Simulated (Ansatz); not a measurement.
# BP: how the settings move a single-point run

Question: which choices in the input matter for BP? The cell is built on a prototype (CsCl type) and needn't be the phase found in nature.

Program: Ansatz 0.2.0. Level of theory: reference: DFT, PBE, plane waves, PAW. These are calculated values, not measurements.

9 further runs of the same task are left out: 7 for a known fault of the program, 2 that didn't finish.

## Step 1: Starting point

Symmetry: Pm-3m, No. 221, cubic system. The conventional cell has a = 2.708 Å, b = 2.708 Å, c = 2.708 Å, α = 90.00°, β = 90.00°, γ = 90.00°. B (site symmetry m-3m) has 8 P at 2.35 Å as nearest neighbours. P (site symmetry m-3m) is surrounded by 8 B at 2.35 Å.

As a file:

```cif
data_structure
_symmetry_space_group_name_H-M 'P 1'
_symmetry_Int_Tables_number 1
_cell_length_a 2.7081
_cell_length_b 2.7081
_cell_length_c 2.7081
_cell_angle_alpha 90.000
_cell_angle_beta 90.000
_cell_angle_gamma 90.000
_cell_volume 19.86
loop_
_atom_site_label
_atom_site_type_symbol
_atom_site_fract_x
_atom_site_fract_y
_atom_site_fract_z
_atom_site_occupancy
B1 B 0.00000 0.00000 0.00000 1
P1 P 0.50000 0.50000 0.50000 1
```

## Step 2: The reference run

Contents of input.yaml:

```yaml
crystal:
  lattice:
    - [2.7080526412, 0.0, 0.0]
    - [0.0, 2.7080526412, 0.0]
    - [0.0, 0.0, 2.7080526412]
  atoms:
    - { symbol: B, position: [0.0, 0.0, 0.0] }
    - { symbol: P, position: [0.5, 0.5, 0.5] }
kpoints:
  mp_grid: { grid: [6, 6, 6] }
hamiltonian:
  xc: pbe
scf:
  occupations: { method: fermi_dirac, width: 0.02 }
  n_extra_bands: 4
output:
  forces: true
  stress: true
  eigenvalues: true
```

Command:

```console
ansatz run input.yaml --threads 4 --pin off --max-ram 3686MiB --backend cpu --events-out ev --progress --plain --runs-dir out
```

## Step 3: Variant: mp_grid.grid [5, 5, 5]

Changes to input.yaml since step 2:

```diff
@@ -9,3 +9,3 @@
 kpoints:
-  mp_grid: { grid: [6, 6, 6] }
+  mp_grid: { grid: [5, 5, 5] }
 hamiltonian:
```

## Step 4: Changing settings: ecutwfc 500

Changes to input.yaml since step 2:

```diff
@@ -19 +19,3 @@
   eigenvalues: true
+basis:
+  ecutwfc: 500
```

## Step 5: Variant: occupations.width 0.5

Changes to input.yaml since step 2:

```diff
@@ -13,3 +13,3 @@
 scf:
-  occupations: { method: fermi_dirac, width: 0.02 }
+  occupations: { method: fermi_dirac, width: 0.5 }
   n_extra_bands: 4
```

## Step 6: Changed: accuracy high

Changes to input.yaml since step 2:

```diff
@@ -19 +19,2 @@
   eigenvalues: true
+accuracy: high
```

## Step 7: Variant: ecutwfc 750

Changes to input.yaml since step 2:

```diff
@@ -19 +19,3 @@
   eigenvalues: true
+basis:
+  ecutwfc: 750
```

## Step 8: Changed: mp_grid.grid [3, 3, 3], xc hse06

Changes to input.yaml since step 2:

```diff
@@ -9,5 +9,5 @@
 kpoints:
-  mp_grid: { grid: [6, 6, 6] }
+  mp_grid: { grid: [3, 3, 3] }
 hamiltonian:
-  xc: pbe
+  xc: hse06
 scf:
```

**Question.** What will these runs give? Wanted: for each run, ending; energy change; pressure; gap; force.

As calculated:

```tsv
run	ending	energy change	pressure (GPa)	gap (eV)	force (eV/Å)	cycles	time
reference	converged	0	4.1	0.00	0.00	6	0.39 s
1: mp_grid.grid [5, 5, 5]	converged	-58.1 meV/atom	0.7	0.00	0.00	6	0.32 s
2: ecutwfc 500	converged	-0.7 meV/atom	4.1	0.00	0.00	6	0.4 s
3: occupations.width 0.5	converged	-10.0 meV/atom (σ→0)	3.9	0.00	0.00	6	0.38 s
4: accuracy high	converged	0.0 meV/atom	4.1	0.00	0.00	7	0.43 s
5: ecutwfc 750	converged	-0.9 meV/atom	4.1	0.00	0.00	6	0.54 s
6: mp_grid.grid [3, 3, 3], xc hse06	converged	not comparable	19.6	0.00	0.00	16	1.9 s
```

Residual by cycle in the longest SCF loop of each run; runs are numbered as in the table. The quantity is the density residual dr2, in eV.

```tsv
cycle	reference	run 1	run 2	run 3	run 4	run 5	run 6
1	0.0109	0.0113	0.0107	9.8e-4	0.0109	0.0107	0.0518
2	0.0014	0.00127	0.0014	1.5e-4	0.0014	0.0014	0.0113
3	2.5e-5	1.9e-5	2.6e-5	2.6e-5	2.5e-5	2.6e-5	1.3e-5
4	1.0e-7	8.7e-7	9.5e-8	4.3e-7	1.0e-7	8.8e-8	6.6e-7
5	7.3e-9	3.1e-9	6.9e-9	7.0e-8	7.1e-9	6.4e-9	4.1e-8
6	1.4e-10	1.5e-11	1.2e-10	7.1e-9	1.4e-10	9.9e-11	6.0e-11
7	-	-	-	-	4.8e-12	-	-
```

No change moves the result by more than the table shows.
